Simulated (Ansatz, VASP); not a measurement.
## In3Ga5O12 (Ga1.2In0.8O3, beta-Ga2O3 type) in two plane-wave programs

Aim: how closely do two programs agree when they are given the same cell, functional and k mesh? The cell is invented: As first built, before any earlier steps moved the atoms (in the runner's words): 1x2x1 conventional cells of the Ga2O3 type (40 atoms: 24 O, 10 Ga, 6 In); Ga/In share their sites, the best of 600 random draws by like-pair counts in two shells; start lattice of Ga2O3; atoms moved at random by 0.02 A. It may not be a known or stable phase. The structure shown is the start of the Ansatz relaxation below; VASP solves that cell, so the two are compared at the walk's first step.

Calculated with Ansatz 0.2.0; plane waves, with VASP 6.6.1 beside it; single point at LDA.

## (1) Starting point

The cell holds 40 atoms: 24 O, 10 Ga and 6 In. Its edges and angles: a = 12.214 Å, b = 6.074 Å, c = 5.798 Å, α = 90.0°, β = 103.8°, γ = 90.0°. It derives from Ga2O3 (Ga2O3 type, space group 12), repeated 1×2×1. As first built, before any earlier steps moved the atoms (in the runner's words): 1x2x1 conventional cells of the Ga2O3 type (40 atoms: 24 O, 10 Ga, 6 In); Ga/In share their sites, the best of 600 random draws by like-pair counts in two shells; start lattice of Ga2O3; atoms moved at random by 0.02 A.

## (2) Ansatz: relaxation, LDA

Ansatz runs on its default PAW (the set named soft_2) files.

The two programs are compared at the cell with which this relaxation starts, whose forces are those of its first step.

input.yaml reads:

```yaml
crystal:
  lattice:
    - [12.214, 0.0, 0.0]
    - [0.0, 6.0742, 0.0]
    - [-1.38599, 0.0, 5.63001]
  atoms:
    - { symbol: O, position: [0.16004, 0.00199, 0.10891] }
    - { symbol: O, position: [0.33302, 0.25229, 0.89002] }
    - { symbol: O, position: [0.17781, 0.99269, 0.56035] }
    - { symbol: O, position: [0.32704, 0.24874, 0.43911] }
    - { symbol: O, position: [0.49739, 0.00158, 0.25684] }
    - { symbol: O, position: [0.00333, 0.2506, 0.74658] }
    - { symbol: O, position: [0.66538, 0.24309, 0.1158] }
    - { symbol: O, position: [0.83449, 0.00291, 0.88844] }
    - { symbol: O, position: [0.67568, 0.24893, 0.56852] }
    - { symbol: O, position: [0.82767, 0.99789, 0.42645] }
    - { symbol: O, position: [0.99687, 0.24676, 0.2601] }
    - { symbol: O, position: [0.50435, 0.99879, 0.74005] }
    - { symbol: O, position: [0.16351, 0.50485, 0.11324] }
    - { symbol: O, position: [0.33553, 0.75108, 0.89349] }
    - { symbol: O, position: [0.17368, 0.49407, 0.56912] }
    - { symbol: O, position: [0.32619, 0.748, 0.43692] }
    - { symbol: O, position: [0.49444, 0.49645, 0.25742] }
    - { symbol: O, position: [0.00312, 0.75144, 0.74487] }
    - { symbol: O, position: [0.6678, 0.74916, 0.11016] }
    - { symbol: O, position: [0.83483, 0.50397, 0.89199] }
    - { symbol: O, position: [0.67408, 0.75628, 0.56429] }
    - { symbol: O, position: [0.82648, 0.49574, 0.43066] }
    - { symbol: O, position: [0.99465, 0.75039, 0.25278] }
    - { symbol: O, position: [0.50234, 0.50256, 0.74145] }
    - { symbol: Ga, position: [0.08914, 0.99894, 0.79078] }
    - { symbol: Ga, position: [0.16054, 0.25478, 0.3178] }
    - { symbol: Ga, position: [0.34427, 0.99357, 0.68928] }
    - { symbol: Ga, position: [0.59007, 0.25463, 0.7924] }
    - { symbol: Ga, position: [0.91114, 0.00597, 0.20771] }
    - { symbol: Ga, position: [0.65917, 0.99962, 0.31607] }
    - { symbol: Ga, position: [0.84139, 0.24634, 0.68839] }
    - { symbol: Ga, position: [0.09378, 0.50151, 0.79866] }
    - { symbol: Ga, position: [0.16077, 0.75036, 0.31403] }
    - { symbol: Ga, position: [0.58953, 0.751, 0.79665] }
    - { symbol: In, position: [0.40854, 0.24928, 0.20941] }
    - { symbol: In, position: [0.40872, 0.75269, 0.20699] }
    - { symbol: In, position: [0.34124, 0.50319, 0.68844] }
    - { symbol: In, position: [0.90972, 0.50057, 0.20707] }
    - { symbol: In, position: [0.65992, 0.50169, 0.31682] }
    - { symbol: In, position: [0.84064, 0.7551, 0.6859] }
kpoints:
  mp_grid: { grid: [2, 3, 3], shift: [0.5, 0.0, 0.0] }
hamiltonian:
  xc: lda
scf:
  occupations: { method: fermi_dirac, width: 0.01 }
output:
  forces: true
  stress: true
relax:
  f_tol: 0.02
  max_steps: 45
  cell: { stress_tol: 0.1 }
```

On the command line:

```bash
> ansatz run input.yaml --threads 8 --pin off --max-ram 15360MiB --backend cpu --events-out ev --progress --plain --runs-dir out
```

Numbers of over 12 decimals in the logs are rounded to 6 here.

What it wrote:

```text
The last accepted step is kept in <dir> (removed where the run ends without a failure and the disk answers)
Engine: ansatz 0.2.0, x86_64-unknown-linux-gnu
Pseudopotentials: kind: paw
Pseudopotential: O, paw, valence charge 6, recommended cutoff 420 eV (normal), O.paw.azcp
Pseudopotential: Ga, paw, valence charge 13, recommended cutoff 420 eV (normal), Ga.paw.azcp
Pseudopotential: In, paw, valence charge 13, recommended cutoff 420 eV (normal), In.paw.azcp
Functional definition: SPW92
  exchange = slater_x
  correlation = pw_c
Crystal: 40 atoms, lattice volume = 417.692 Å³
Basis set: ecut = 420 eV, 8175 PW (Γ)
Bands: 216, of which v1, the nominal top of the filled ones, is band 176 counted from 1 (175 counted from 0)
Symmetry: 1 space group operations
Space group: P1 (ITA 1), of the structure as read, at distance tolerance 7.5e-5 Å
k-points: 9 of 18 (time reversal used)
Non-local potential: O, projectors of the file, l = 0: 2, l = 1: 2, l = 2: 1
Non-local potential: Ga, projectors of the file, l = 0: 2, l = 1: 2, l = 2: 3, l = 3: 1
Non-local potential: In, projectors of the file, l = 0: 2, l = 1: 2, l = 2: 2, l = 3: 2
PAW form: soft (Blöchl's): semilocal exchange-correlation on the pseudo side does not see the compensation charge
PAW frozen core: O, regenerated for the run's functional, and the local potential with it (the file was generated under x = pbe(κ = 0.804, μ = 0.219515), c = pbe(β = 0.066725))
PAW frozen core: Ga, regenerated for the run's functional, and the local potential with it (the file was generated under x = pbe(κ = 0.804, μ = 0.219515), c = pbe(β = 0.066725))
PAW frozen core: In, regenerated for the run's functional, and the local potential with it (the file was generated under x = pbe(κ = 0.804, μ = 0.219515), c = pbe(β = 0.066725))
PAW one-centre angular grid: O, 110 points (default); XC on 64 Gauss nodes
PAW one-centre angular grid: Ga, 590 points (default); XC on 64 Gauss nodes
PAW one-centre angular grid: In, 590 points (default); XC on 64 Gauss nodes
Initial density: superposition of atomic densities (neutral atoms: chi_scale 0, normalization atom), corrected by the library's trained network
Initial wavefunctions: pseudopotential atomic-orbital guess
Functional: x = slater, c = lda
SCF iter   1: F=—  HF=-83140.772694 eV  |F-HF|=—  |Δ(HF+E_count)|=         —  Δρ=1.96e-2  dr2=1.30e0  ethr=1.77e-3  ⟨swp⟩=6.0  Hψ=7553  notcnv=0  defer=22
preconditioner: auto → Resta (q_TF=auto, 2.652 Å⁻¹)  ε∞=4.7  [insulator: Δε(μ)=2.266 eV  Ē_g=17.660 eV  σ=0.010 eV  W_gap=1.00  n_scr=140 (ndim 8)  ℏωp=34.1 eV  f_vac=0.007  D(μ)=0.00/eV (n_scr^D=0)  ε∞_Penn≈4.7]
SCF iter   2: F=—  HF=-83140.431478 eV  |F-HF|=—  |Δ(HF+E_count)|=   3.41e-1  Δρ=7.15e-3  dr2=1.99e-1  ethr=3.70e-4  ⟨swp⟩=2.9  Hψ=3700  notcnv=0  defer=303
SCF iter   3: F=—  HF=-83140.374872 eV  |F-HF|=—  |Δ(HF+E_count)|=   5.66e-2  Δρ=1.75e-3  dr2=7.16e-3  ethr=5.67e-5  ⟨swp⟩=2.0  Hψ=2442  notcnv=0  defer=303
SCF iter   4: F=—  HF=-83140.372986 eV  |F-HF|=—  |Δ(HF+E_count)|=   1.89e-3  Δρ=5.33e-4  dr2=1.16e-3  ethr=2.03e-6  ⟨swp⟩=2.0  Hψ=3104  notcnv=0  defer=303
SCF iter   5: F=—  HF=-83140.372229 eV  |F-HF|=—  |Δ(HF+E_count)|=   7.57e-4  Δρ=1.30e-4  dr2=8.12e-5  ethr=3.30e-7  ⟨swp⟩=2.0  Hψ=3098  notcnv=0  defer=303
SCF iter   6: F=—  HF=-83140.372006 eV  |F-HF|=—  |Δ(HF+E_count)|=   2.23e-4  Δρ=3.33e-5  dr2=7.78e-6  ethr=2.31e-8  ⟨swp⟩=2.4  Hψ=3289  notcnv=0  defer=303
SCF iter   7: F=—  HF=-83140.372004 eV  |F-HF|=—  |Δ(HF+E_count)|=   1.75e-6  Δρ=1.56e-5  dr2=1.35e-6  ethr=2.21e-9  ⟨swp⟩=2.0  Hψ=3035  notcnv=0  defer=303
SCF iter   8: F=—  HF=-83140.372004 eV  |F-HF|=—  |Δ(HF+E_count)|=   8.03e-7  Δρ=6.18e-6  dr2=3.03e-7  ethr=3.84e-10  ⟨swp⟩=2.0  Hψ=3040  notcnv=0  defer=303
SCF iter   9: F=-83140.372003 eV  HF=-83140.372003 eV  |F-HF|=1.45e-8  |Δ(HF+E_count)|=   7.95e-8  Δρ=1.51e-6  dr2=2.15e-8  ethr=2.84e-11  ⟨swp⟩=4.0  Hψ=5870  notcnv=0
SCF 1 converged in 9 iterations: F = -83140.372003 eV  dr2 = 2.15e-8
  greatest PAW one-centre occupation: 0.998 electrons in one spin orbital (limit 2), on the Ga atom at site 32 (counted from 0), in its partial waves of l = 2
relax step   1: F+E_penalty+E_count = -83140.37200341 eV  Δ(F+E_penalty+E_count) = +0.000e0 eV  max|allowed force component| = 5.796e0 eV/Å  Δτ_max = 0.0000 Å  P = +28.230 GPa  Ω = 417.692 Å³  (9 SCF iters, dr2 threshold 1.00e-7 eV, accepted)
Crystal: 40 atoms, lattice volume = 450.700 Å³
Basis set: ecut = 420 eV, 8829 PW (Γ)
Initial density: handed on by an earlier stage of this run
Initial wavefunctions: those handed on with the density
iter 1 solved again at ethr=5.62e-4 eV; its pass at ethr=3.10e-3 eV (dr2=1.98e0 eV) is discarded
SCF iter   1: F=—  HF=-83148.328844 eV  |F-HF|=—  |Δ(HF+E_count)|=         —  Δρ=2.61e-2  dr2=1.95e0  ethr=5.62e-4  ⟨swp⟩=3.7  Hψ=9063  notcnv=0
[...]
iter 1 solved again at ethr=6.36e-8 eV; its pass at ethr=3.10e-3 eV (dr2=2.24e-4 eV) is discarded
SCF iter   1: F=—  HF=-83148.741451 eV  |F-HF|=—  |Δ(HF+E_count)|=         —  Δρ=1.94e-4  dr2=6.28e-6  ethr=6.36e-8  ⟨swp⟩=4.2  Hψ=13063  notcnv=0
[...]
SCF converged after 5 iterations
Free energy (F): -83148.741367 eV
Harris-Foulkes:  -83148.741367 eV  (|F-HF|=7.86e-10)
Internal energy: -83148.741367 eV  (E = F + TS)
E sigma→0 (E₀):  -83148.741367 eV
Fermi energy:    9.070053 eV
--- Per-component energies (eV) ---
  E_band       = -340.881847
  E_kinetic    = 6838.889947
  E_local      = -32407.110201  (includes V_loc(G=0)·N_el)
  E_nonlocal   = 7796.240375
  E_hartree    = 13944.587445
  E_xc         = -3685.158117
  E_vxc        = -3404.745325  (∫ρ·V_xc dr)
  E_paw        = -46881.844027  (= ΣΔE_a)
  E_vpaw       = -7053.387910  (= ΣTr[D̂ρ^β])
  E_aug_tail   = 0.058927  (compensation charges beyond the density's cutoff)
  E_ewald      = -28775.723850
  E_core_change = 21.318133  (= ΣΔE_core)
  E_smearing   = -0.000000  (= −TS)
  E_closure    = 0.000000  (closes the sum)
  Σ components = -83148.741367   (vs F -83148.741367, Δ=0.00e0)
--- Forces (eV/Å), atoms counted from 1 ---
  atom   1  O      0.00297234    -0.00307392     0.00199864
  atom   2  O      0.00095121    -0.00014820     0.00433967
  atom   3  O     -0.00224497    -0.00141527     0.00362529
  atom   4  O     -0.00008640    -0.00071346     0.00044451
  atom   5  O     -0.00925597    -0.00467774    -0.00313918
  atom   6  O      0.00035052    -0.00250289    -0.00011490
  atom   7  O     -0.00043540    -0.00662220    -0.00200628
  atom   8  O     -0.00240780     0.00219947    -0.00064324
  atom   9  O     -0.00426915    -0.00127771     0.00351297
  atom  10  O     -0.00160967    -0.00098925    -0.00304546
  atom  11  O     -0.00229596     0.00320444     0.00120241
  atom  12  O      0.00083090     0.00025508    -0.00027772
  atom  13  O      0.00825852    -0.00313500    -0.00198265
  atom  14  O      0.00134255     0.00546626     0.00381750
  atom  15  O      0.00076271     0.00304108     0.00395669
  atom  16  O      0.00330444     0.00577459     0.00030984
  atom  17  O     -0.00286652    -0.00002745    -0.00169571
  atom  18  O      0.00182904     0.00269426     0.00040427
  atom  19  O     -0.00271722    -0.00171562    -0.00493962
  atom  20  O     -0.00182923     0.00145038    -0.00220096
  atom  21  O     -0.00545454     0.00173235     0.00571906
  atom  22  O     -0.00193615    -0.00110852    -0.00229596
  atom  23  O     -0.00130557    -0.00219211    -0.00305484
  atom  24  O     -0.00283980    -0.00301513    -0.00008936
[...]
atom  33  Ga    -0.00227976    -0.00548101    -0.01184360
  atom  34  Ga     0.01069532    -0.00564282     0.00327110
  atom  35  In    -0.00248428     0.00195308     0.00484061
  atom  36  In    -0.00242768    -0.00897015    -0.00248647
  atom  37  In    -0.00016380     0.00247313    -0.00221920
  atom  38  In    -0.00127382     0.00235246    -0.00219619
  atom  39  In     0.00811259     0.00125313     0.00048186
  atom  40  In     0.00153328    -0.00264831     0.00523841
  max |Σ_I F_I| component: 4.52e-5 eV/Å
--- Stress (GPa, compression-positive) ---
        0.036893       0.003564       0.019567
        0.003564       0.037575      -0.000621
        0.019567      -0.000621       0.007694
  P = ⅓ Tr σ = 0.0274 GPa (0.274 kbar)
--- Relaxed structure (12 steps of the walk, 10 accepted, 2 SCFs on fresh bases) ---
  F+E_penalty+E_count = -83148.74136665 eV   max|allowed force component| = 1.547e-2 eV/Å   (the final SCF, on the basis selected at the relaxed cell)
  cell:  # Å, volume = 455.2855 Å³
    - [12.463360, 0.0049905, 0.119878]
    - [0.00248185, 6.302550, 0.00076533]
    - [-1.359029, 0.000143065, 5.782983]
  atoms:
    - { symbol: O, position: [0.165270, 0.000882117, 0.105129] }
    - { symbol: O, position: [0.320007, 0.235225, 0.860049] }
    - { symbol: O, position: [0.168726, 1.000400, 0.555750] }
    - { symbol: O, position: [0.316996, 0.232954, 0.425719] }
    - { symbol: O, position: [0.511004, 0.0003594, 0.286422] }
    - { symbol: O, position: [0.00832, 0.250527, 0.756023] }
    - { symbol: O, position: [0.661024, 0.232586, 0.104453] }
    - { symbol: O, position: [0.842822, 0.020009, 0.905477] }
    - { symbol: O, position: [0.677841, 0.232941, 0.577185] }
    - { symbol: O, position: [0.827725, 1.011726, 0.432796] }
    - { symbol: O, position: [1.005588, 0.227271, 0.270580] }
    - { symbol: O, position: [0.499312, 1.001573, 0.755480] }
    - { symbol: O, position: [0.158743, 0.499294, 0.109764] }
    - { symbol: O, position: [0.322997, 0.764967, 0.860839] }
    - { symbol: O, position: [0.161183, 0.499376, 0.543196] }
    - { symbol: O, position: [0.314667, 0.766560, 0.425660] }
    - { symbol: O, position: [0.492964, 0.500473, 0.301516] }
    - { symbol: O, position: [0.018099, 0.750316, 0.759154] }
    - { symbol: O, position: [0.666470, 0.768084, 0.103935] }
    - { symbol: O, position: [0.828342, 0.482254, 0.889359] }
    - { symbol: O, position: [0.670027, 0.766136, 0.569310] }
    - { symbol: O, position: [0.832289, 0.484000, 0.459476] }
    - { symbol: O, position: [0.999344, 0.772318, 0.258770] }
    - { symbol: O, position: [0.516823, 0.499495, 0.782085] }
    - { symbol: Ga, position: [0.094876, 1.004159, 0.797090] }
    - { symbol: Ga, position: [0.157715, 0.243694, 0.309115] }
    - { symbol: Ga, position: [0.332284, 1.000032, 0.662574] }
    - { symbol: Ga, position: [0.592991, 0.240304, 0.797542] }
    - { symbol: Ga, position: [0.911842, 0.00614679, 0.209079] }
    - { symbol: Ga, position: [0.664784, 1.001979, 0.319820] }
    - { symbol: Ga, position: [0.844640, 0.249681, 0.693549] }
    - { symbol: Ga, position: [0.094313, 0.496427, 0.795493] }
    - { symbol: Ga, position: [0.154438, 0.757484, 0.307965] }
    - { symbol: Ga, position: [0.589944, 0.760290, 0.799525] }
    - { symbol: In, position: [0.408609, 0.241454, 0.179291] }
    - { symbol: In, position: [0.407448, 0.760137, 0.183357] }
    - { symbol: In, position: [0.341248, 0.499872, 0.658120] }
    - { symbol: In, position: [0.920435, 0.495110, 0.209687] }
    - { symbol: In, position: [0.660199, 0.499007, 0.317673] }
    - { symbol: In, position: [0.845952, 0.753984, 0.695952] }
```

[end of part 1 of 2]

[Lines on the potential files, build, host, timing and source positions are cut from VASP's logs without a mark.]

[Logs are printed without paths, hosts, clocks, repeated set-up lines and the standing remarks that a program may print on its own settings, such as how far it seeks lower states.]

[Hosts, paths, dates, database ids (printed as entryN), source tags and the programs' standing remarks are cut or masked in the printed files.]
